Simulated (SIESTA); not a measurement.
Crystal: CsBr.

```
Cs Br
1.0
     4.32562    0.00000    0.00000
     0.00000    4.32562    0.00000
     0.00000    0.00000    4.32562
Cs Br
1 1
Direct
  0.00000 0.00000 0.00000
  0.50000 0.50000 0.50000
```

The cell comes from a database or a generator and needn't be the stable form of this composition.

Base run:

| Item | Value |
| --- | --- |
| Program | SIESTA 5.4.2 |
| Functional | PBEsol |
| Potentials or basis | PseudoDojo 0.4 standard (PBEsol files) |
| Basis | DZP (energy shift 0.003 Ry; two zetas on semicore shells; d shell added on Cs) |
| Grid cutoff | 500 Ry |
| Energy shift | 0.003 Ry |
| k mesh | 6 × 6 × 6 |
| Occupations | fermi-dirac, width 0.05 eV |
| Spin | no spin polarisation |

Its results: band gap on the k mesh 4.31 eV, indirect (least direct gap 4.32 eV); pressure -1.0 GPa.

Task: The run is repeated on the same cell with these changes: functional from PBEsol to LDA; potentials or basis from PseudoDojo 0.4 standard (PBEsol files) to PseudoDojo 0.4 standard (LDA files). What comes out?

Result: Band gap on the k mesh 4.10 eV, indirect (least direct gap 4.11 eV); pressure -2.2 GPa.

Caveats: spin-orbit coupling is left out, which moves the levels of the heavy elements; the basis of atomic orbitals isn't converged, which shifts pressures, moduli and gaps.
